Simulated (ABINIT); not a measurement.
**Mo in ABINIT: the effect of dispersion**

Crystal: Mo.

```
Mo
1.0
    -1.58381    1.58381    1.58381
     1.58381   -1.58381    1.58381
     1.58381    1.58381   -1.58381
Mo
1
Cartesian
  0.0000 0.0000 0.0000
```

Alike in all runs:

- Program: ABINIT 10.8.3 (patched build)
- Task: equation of state
- Functional: PBE
- Potentials or basis: JTH PAW PBE v2.0
- Cutoff: 408 eV
- k mesh: 12 × 12 × 12
- Occupations: fermi-dirac, width 0.05 eV
- Spin: no spin polarisation

| dispersion | V0 of scaled cells (Å³/atom) | B0 (GPa) |
| --- | --- | --- |
| none | ? | ? |
| D3 | 15.38 | 281 |
| D3(BJ) | 15.35 | 281 |
| D4 | 15.45 | 277 |

What does the run with dispersion none give?

V0 of scaled cells 15.79 Å³/atom; B0 262 GPa.

Caveats: pressures at fixed basis lie under the slope of the energies.
